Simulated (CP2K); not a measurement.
**As in CP2K: the effect of functional**

Crystal: As.

```xyz
2
Lattice="4.1310 0.0000 0.0000 2.4184 3.3491 0.0000 2.4184 1.2367 3.1124" Properties=species:S:1:pos:R:3 pbc="T T T"
As    2.0267    1.0364    0.7034
As    6.9411    3.5494    2.4090
```

Alike in all runs:

```yaml
Program: CP2K 2026.2
Task: band structure
Potentials_or_basis: POTENTIAL_UZH As GTH-PBE-q5; TZVP-MOLOPT-PBE-GTH basis
Density_cutoff: 9184 eV
k_mesh: 9 × 9 × 9
Occupations: fermi-dirac, width 0.05 eV
Spin: no spin polarisation
```

**Question.** One run gave: pressure 4.8 GPa; largest force 0.62 eV/Å. Which functional did it use?
A. AM05
B. OLYP
C. M06-L
D. PBEsol
E. rev-vdW-DF2

**Answer.** E.

```tsv
functional	pressure (GPa)	largest force (eV/Å)
PBE	4.4	0.52
LDA	2.6	0.67
PBEsol	2.7	0.64
OLYP	3.5	0.31
rev-vdW-DF2	4.8	0.62
AM05	2.6	0.61
M06-L	5.8	0.06
```

Caveats: the basis of atomic orbitals isn't converged, which shifts pressures, moduli and gaps; the potentials were made for another functional, which shifts forces and pressure (some runs).

Not every run made on this cell is shown here.
